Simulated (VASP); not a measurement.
HC60N3 (a cell with a defect), 64 atoms in the cell. The cell holds a defect, 64 atoms: a = 7.140 Å, b = 7.140 Å, c = 7.140 Å, α = 90.00°, β = 90.00°, γ = 90.00°. The cell was built by a generator and needn't be a form met in nature.

```yaml
Program: VASP 6.6.1
Task: single point
Functional: r2SCAN
Potentials_or_basis: VASP PAW PBE potentials, release 64 (H, C, N)
Cutoff: 520 eV
k_mesh: 2 × 2 × 2
Occupations: gaussian, width 0.03 eV
Spin: no spin polarisation
Further_INCAR_settings: ALGO = Normal; EDIFF = 1e-06; NBANDS = 166
```

Potentials or basis: VASP PAW PBE potentials, release 64 (H, C, N).

Command:

```bash
$ cat potpaw_PBE.64/H/POTCAR potpaw_PBE.64/C/POTCAR potpaw_PBE.64/N/POTCAR > POTCAR
$ mpirun -np 1 vasp_std > vasp.out
```

Hardware: 1 thread of Intel(R) Xeon(R) Platinum 8259CL CPU @ 2.50GHz (Skylake/Cascade Lake), with other jobs on the host.

Problem. How long does it take, and how much memory?

Solution. Wall time 29 min on 1 thread of Intel(R) Xeon(R) Platinum 8259CL CPU @ 2.50GHz (Skylake/Cascade Lake), on a shared host, peak memory 0.52 GiB. Counts: scf iterations 21, k points 4.
